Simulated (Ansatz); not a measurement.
# CdI2: the cost of one run

Method: DFT, r2SCAN, plane-wave PAW, default files, scalar-relativistic, in Ansatz 0.2.0.

### 1 The structure to begin with

It takes space group P-3m1 (No. 164, trigonal). Conventional cell: a = 4.244 Å, b = 4.244 Å, c = 6.859 Å, α = 90.00°, β = 90.00°, γ = 120.00°. Around Cd (site symmetry -3m) lie 6 I at 3.00 Å. Around I (site symmetry 3m) lie 3 Cd at 3.00 Å.

Coordinates:

```xyz
3
Lattice="4.2440 0.0000 0.0000 -2.1220 3.6754 0.0000 0.0000 0.0000 6.8590" Properties=species:S:1:pos:R:3 pbc="T T T"
Cd    0.0000    0.0000    0.0000
I     0.0000    2.4503    1.7318
I     2.1220    1.2251    5.1272
```

The earlier run gave: gap on the mesh 2.33 eV, largest force 0.003 eV/Å, pressure 1.5 GPa.

Like atoms gathered into sites:

```tsv
site	atoms	first shell	V_zz (10²¹ V/m²)	η	C_Q (MHz)
Cd	1	6 I at 3.00 Å	-0.097	0.00	–
I	2, 3	3 Cd at 3.00 Å	-4.25	0.00	70.7 (¹²⁷I)
```

Conventions: |V_zz| ≥ |V_yy| ≥ |V_xx|, η = (V_xx − V_yy)/V_zz, C_Q = eQV_zz/h. Nuclear quadrupole moments: year-2017 set (Pyykkö). A dash under C_Q marks elements without a common quadrupolar isotope.

### 2 Trying other settings (hamiltonian.xc = r2scan, crystal.symmetry = detect: false)

Input file input.yaml:

```yaml
crystal:
  lattice:
    - [4.244, 0.0, 0.0]
    - [-2.122, 3.6754118137, 0.0]
    - [0.0, 0.0, 6.859]
  atoms:
    - { symbol: Cd, position: [0.0, 0.0, 0.0] }
    - { symbol: I, position: [0.3333333333, 0.6666666667, 0.2524926357] }
    - { symbol: I, position: [0.6666666667, 0.3333333333, 0.7475073643] }
  symmetry: { detect: false }
kpoints:
  mp_grid: { grid: [8, 8, 4] }
scf:
  occupations: { method: fermi_dirac, width: 0.02 }
hamiltonian:
  xc: r2scan
  pseudopotentials: { kind: paw }
output:
  forces: true
  stress: true
  populations: true
  efg: { quadrupole_moments_barn: { I: -0.68822 }, contact_densities: true }
```

On the command line:

```sh
> ansatz run input.yaml --threads 1 --pin off --max-ram 3072MiB --backend cpu --events-out ev --progress --plain --runs-dir out
```

What time and memory should one allow on 1 thread of Intel Xeon Platinum 8375C at 2.90GHz (Ice Lake), shared host?

About 90 s, with a peak of 0.88 GiB.
